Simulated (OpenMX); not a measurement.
Crystal: MgO.

```
Mg O
1.0
     0.00000    2.09700    2.09700
     2.09700    0.00000    2.09700
     2.09700    2.09700    0.00000
Mg O
1 1
Direct
  0.00000 0.00000 0.00000
  0.50000 0.50000 0.50000
```

The cell is a database's computed one.

| Quantity | Value |
| --- | --- |
| Program | OpenMX 3.8.5 |
| Task | single point |
| Functional | PBE |
| Potentials or basis | OpenMX 2013 PBE set, Mg7.0-s3p2d1, O6.0-s2p2d1, grid cutoff 500 Ry |
| k mesh | 11 × 11 × 11 |
| Occupations | fermi-dirac, width 0.05 eV |
| Spin | no spin polarisation |

On this cell: pressure 9.6 GPa; largest force zero by symmetry; band gap on the k mesh 5.09 eV, direct.

The same run follows on a disturbed copy (atoms moved at random, drawn with an rms of 0.05 Å):

```xyz
2
Lattice="0.0000 2.0970 2.0970 2.0970 0.0000 2.0970 2.0970 2.0970 0.0000" Properties=species:S:1:pos:R:3 pbc="T T T"
Mg    0.0098   -0.0677    0.0085
O     2.1051    2.1162    2.0954
```

Problem. What changes?

Solution. The energy moves by +12.9 meV/atom; pressure 10.6 GPa; largest force 0.571 eV/Å; band gap on the k mesh 5.09 eV, direct.

Forces on the atoms (eV/Å):
```
Mg  -0.018  0.565 -0.079
O    0.013 -0.566  0.066
```

Caveats: an odd mesh through Γ misses points on the zone boundary, where band edges often lie; the basis of atomic orbitals isn't converged, which shifts pressures, moduli and gaps.
